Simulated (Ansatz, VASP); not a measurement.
Given: the input of a run of Ansatz 0.2.0 on GaN. 

The input input.yaml:

```yaml
crystal:
  lattice:
    - [3.18, 0.0, 0.0]
    - [-1.59, 2.753960784, 0.0]
    - [0.0, 0.0, 5.166]
  atoms:
    - { symbol: Ga, position: [0.6666666667, 0.3333333333, 0.5] }
    - { symbol: Ga, position: [0.3333333333, 0.6666666667, 0.0] }
    - { symbol: "N", position: [0.6666666667, 0.3333333333, 0.875] }
    - { symbol: "N", position: [0.3333333333, 0.6666666667, 0.375] }
hamiltonian:
  xc: pbesol
  pseudopotentials: { kind: paw }
  dispersion: d3bj
kpoints:
  mp_grid: { grid: [10, 10, 5] }
scf:
  occupations: { method: fermi_dirac, width: 0.05 }
output:
  forces: true
  stress: true
  eigenvalues: true
relax:
  f_tol: 0.01
  max_steps: 40
  cell: { stress_tol: 0.05 }
```

Potentials or basis: Ansatz PAW.

Launch:

```bash
$ ansatz run input.yaml --threads 1 --pin off --max-ram 3584MiB --backend cpu --events-out ev --progress --plain --runs-dir out
```

Question: Translate it to VASP 6.6.1. Potentials or basis there: PBE PAW files Ga_d, N, 600 eV.

Answer: As run (cutoffs and basis follow the program's own potentials, and thresholds, step limits or extra output files can differ):

The input INCAR:

```
SYSTEM = GaN
PREC = Accurate
ENCUT = 600
EDIFF = 1E-6
ISMEAR = -1
SIGMA = 0.05
LREAL = .False.
LASPH = .True.
NELM = 80
ALGO = Fast
ISIF = 3
LWAVE = .False.
LCHARG = .False.
GGA = PS
IVDW = 12
IBRION = 2
NSW = 60
EDIFFG = -0.01
```

The input KPOINTS:

```
regular mesh
0
Gamma
  10 10 5
  0 0 0
```

Contents of POSCAR:

```
GaN
1.0
    3.1800000000      0.0000000000      0.0000000000
   -1.5900000000      2.7539607840      0.0000000000
    0.0000000000      0.0000000000      5.1660000000
Ga N
2 2
Direct
    0.6666666667      0.3333333333      0.5000000000
    0.3333333333      0.6666666667      0.0000000000
    0.6666666667      0.3333333333      0.8750000000
    0.3333333333      0.6666666667      0.3750000000
```

Potentials or basis: VASP PAW PBE potentials, release 64 (Ga_d, N).

Run with:

```sh
$ cat potpaw_PBE.64/Ga_d/POTCAR potpaw_PBE.64/N/POTCAR > POTCAR
$ mpirun -np 1 vasp_std > vasp.out
```

Both were run:

|  | Ansatz | VASP |
| --- | --- | --- |
| Relaxed volume | 11.18 Å³/atom | 11.16 Å³/atom |
| Relaxed cell | a = 3.165 Å, b = 3.165 Å, c = 5.156 Å, α = 90.00°, β = 90.00°, γ = 120.00° | a = 3.162 Å, b = 3.162 Å, c = 5.156 Å, α = 90.00°, β = 90.00°, γ = 120.00° |
| Space group after relaxing | P6_3mc (No. 186) | P6_3mc (No. 186) |
| Pressure after relaxing | 0.0 GPa | 0.1 GPa |

Ansatz's pressure holds a Pulay term of +0.54 GPa for its cutoff of 420 eV, which the other run lacks.

Ansatz's potentials were made for PBE. VASP's potentials were made for PBE.

Where Ansatz's input types no cutoff or centring, it takes its own default and a Γ-centred mesh.

Pressure is positive in compression.
